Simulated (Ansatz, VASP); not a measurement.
## Two plane-wave programs on CdS

```
Cd S
1.0
     4.64042    0.00000    0.00000
    -2.32021    4.01872    0.00000
     0.00000    0.00000    6.05047
Cd S
2 2
Direct
  0.33333 0.66667 0.25000
  0.66667 0.33333 0.75000
  0.66667 0.33333 0.25000
  0.33333 0.66667 0.75000
```

Change from the starting cell: hydrostatic strain +5.3%.

Alike in both runs: task single point; functional r2SCAN; k mesh 6 × 6 × 4; no spin polarisation.

|  | VASP | Ansatz |
| --- | --- | --- |
| version | VASP 6.6.1 | Ansatz 0.2.0 |
| potentials or method | VASP PAW PBE potentials, release 64 (Cd, S) | plane waves, PAW |
| plane-wave cutoff (eV) | 520 | 500 |
| occupations | gaussian, width 0.01 eV | fixed |
| valence electrons in the cell | 36 | 52 |

Ansatz gave:

* gap on the k mesh at the Fermi level (eV): 1.05
* pressure (GPa): -7.1
* largest component of the traceless stress (GPa): 1.22

Estimate VASP's values.

gap on the k mesh at the Fermi level (eV): 1.04; pressure (GPa): -6.9; largest component of the traceless stress (GPa): 1.20.

The two sets of potentials don't hold the same shells in valence.

Caveats: the PAW data sets were made with another functional, which shifts forces and pressure a little (VASP). A k mesh can miss the band edges.
